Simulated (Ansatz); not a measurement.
**In2Sb: properties at the relaxed cell**

Aim: for In2Sb, measure the bulk modulus from energies at several volumes.

Computed with Ansatz 0.2.0 (DFT r2SCAN, scalar-relativistic, plane waves, PAW, unless a step's input says otherwise).

1 further run of the same task is left out (set aside as unsound or not needed).

## (1) The structure to begin with

Symmetry: P6_3/mmc, No. 194, hexagonal system. The conventional cell has a = 5.415 Å, b = 5.415 Å, c = 6.447 Å, α = 90.00°, β = 90.00°, γ = 120.00°. Around In (site symmetry -6m2) lie 5 Sb at 3.13 to 3.22 Å and 6 In at 3.52 Å. In (site symmetry -3m) is surrounded by 8 In at 3.22 to 3.52 Å and 6 Sb at 3.52 Å. Sb (site symmetry -6m2) has 11 In at 3.13 to 3.52 Å as nearest neighbours.

As a file:

```cif
data_structure
_symmetry_space_group_name_H-M 'P 1'
_symmetry_Int_Tables_number 1
_cell_length_a 5.4155
_cell_length_b 5.4155
_cell_length_c 6.4473
_cell_angle_alpha 90.000
_cell_angle_beta 90.000
_cell_angle_gamma 120.000
_cell_volume 163.75
loop_
_atom_site_label
_atom_site_type_symbol
_atom_site_fract_x
_atom_site_fract_y
_atom_site_fract_z
_atom_site_occupancy
In1 In 0.66667 0.33333 0.25000 1
In2 In 0.33333 0.66667 0.75000 1
In3 In 0.00000 0.00000 0.50000 1
In4 In 0.00000 0.00000 0.00000 1
Sb1 Sb 0.66667 0.33333 0.75000 1
Sb2 Sb 0.33333 0.66667 0.25000 1
```

It goes back to an entry of the Materials Project, which need not be the stable form.

This cell was relaxed beforehand with the same method: volume 27.29 Å³/atom, gap on the mesh none (metal).

## (2) Volume × 0.97

Input file input.yaml:

```yaml
crystal:
  lattice:
    - [5.3607563569, 0.0, 0.0]
    - [-2.6803781785, 4.6425511886, 0.0]
    - [0.0, 0.0, 6.3821897368]
  atoms:
    - { symbol: In, position: [0.6666666667, 0.3333333333, 0.25] }
    - { symbol: In, position: [0.3333333333, 0.6666666667, 0.75] }
    - { symbol: In, position: [0.0, 0.0, 0.5] }
    - { symbol: In, position: [0.0, 0.0, 0.0] }
    - { symbol: Sb, position: [0.6666666667, 0.3333333333, 0.75] }
    - { symbol: Sb, position: [0.3333333333, 0.6666666667, 0.25] }
basis:
  ecutwfc: 500
kpoints:
  mp_grid: { grid: [12, 12, 6] }
hamiltonian:
  xc: r2scan
scf:
  occupations: { method: gaussian, width: 0.1 }
output:
  forces: true
  stress: true
  eigenvalues: true
relax:
  adjacent_minimum: "off"
  f_tol: 0.01
  max_steps: 30
  cell: { stress_tol: 0.1, fix: [volume] }
```

Started as:

```bash
$ ansatz run input.yaml --threads 1 --pin off --max-ram 2560MiB --backend cpu --events-out ev --progress --plain --runs-dir out
```

## (3) Point at V/V0 = 1.03

input.yaml: that of step 2 with these lines changed.

```diff
@@ -2,5 +2,5 @@
   lattice:
-    - [5.3607563569, 0.0, 0.0]
-    - [-2.6803781785, 4.6425511886, 0.0]
-    - [0.0, 0.0, 6.3821897368]
+    - [5.469083651, 0.0, 0.0]
+    - [-2.7345418255, 4.7363653772, 0.0]
+    - [0.0, 0.0, 6.5111576098]
   atoms:
```

## (4) The cell scaled to 0.94 of its volume

input.yaml: that of step 3 with these lines changed.

```diff
@@ -2,5 +2,5 @@
   lattice:
-    - [5.469083651, 0.0, 0.0]
-    - [-2.7345418255, 4.7363653772, 0.0]
-    - [0.0, 0.0, 6.5111576098]
+    - [5.3049110837, 0.0, 0.0]
+    - [-2.6524555419, 4.5941877633, 0.0]
+    - [0.0, 0.0, 6.3157037588]
   atoms:
```

## (5) The cell scaled to 1.06 of its volume

input.yaml: that of step 4 with these lines changed.

```diff
@@ -2,5 +2,5 @@
   lattice:
-    - [5.3049110837, 0.0, 0.0]
-    - [-2.6524555419, 4.5941877633, 0.0]
-    - [0.0, 0.0, 6.3157037588]
+    - [5.52167422, 0.0, 0.0]
+    - [-2.76083711, 4.7819101459, 0.0]
+    - [0.0, 0.0, 6.5737687354]
   atoms:
```

## (6) The cell scaled to 0.91 of its volume

input.yaml: that of step 5 with these lines changed.

```diff
@@ -2,5 +2,5 @@
   lattice:
-    - [5.52167422, 0.0, 0.0]
-    - [-2.76083711, 4.7819101459, 0.0]
-    - [0.0, 0.0, 6.5737687354]
+    - [5.2526895993, 0.0, 0.0]
+    - [-2.6263447997, 4.5489626312, 0.0]
+    - [0.0, 0.0, 6.2363148456]
   atoms:
```

## (7) The cell scaled to 1.10 of its volume

input.yaml: that of step 6 with these lines changed.

```diff
@@ -2,5 +2,5 @@
   lattice:
-    - [5.2526895993, 0.0, 0.0]
-    - [-2.6263447997, 4.5489626312, 0.0]
-    - [0.0, 0.0, 6.2363148456]
+    - [5.5860444231, 0.0, 0.0]
+    - [-2.7930222116, 4.8376563771, 0.0]
+    - [0.0, 0.0, 6.6655199163]
   atoms:
```

## (8) Point at V/V0 = 0.88

input.yaml: that of step 7 with these lines changed.

```diff
@@ -2,5 +2,5 @@
   lattice:
-    - [5.5860444231, 0.0, 0.0]
-    - [-2.7930222116, 4.8376563771, 0.0]
-    - [0.0, 0.0, 6.6655199163]
+    - [5.1943215504, 0.0, 0.0]
+    - [-2.5971607752, 4.498414418, 0.0]
+    - [0.0, 0.0, 6.1670167226]
   atoms:
```

(Steps that only read results are left out.)

Q: Predict the outcome of this session. Wanted: equilibrium volume of the fit; bulk modulus.

As calculated:

| quantity | value |
| --- | --- |
| equilibrium volume of the fit | 27.28 Å³/atom |
| bulk modulus | 43 GPa |
| its pressure derivative | 5.1 |

In words: The fit puts the minimum at 27.28 Å³/atom with B = 43 GPa and B' = 5.1. The runs treat Sb without spin-orbit coupling.
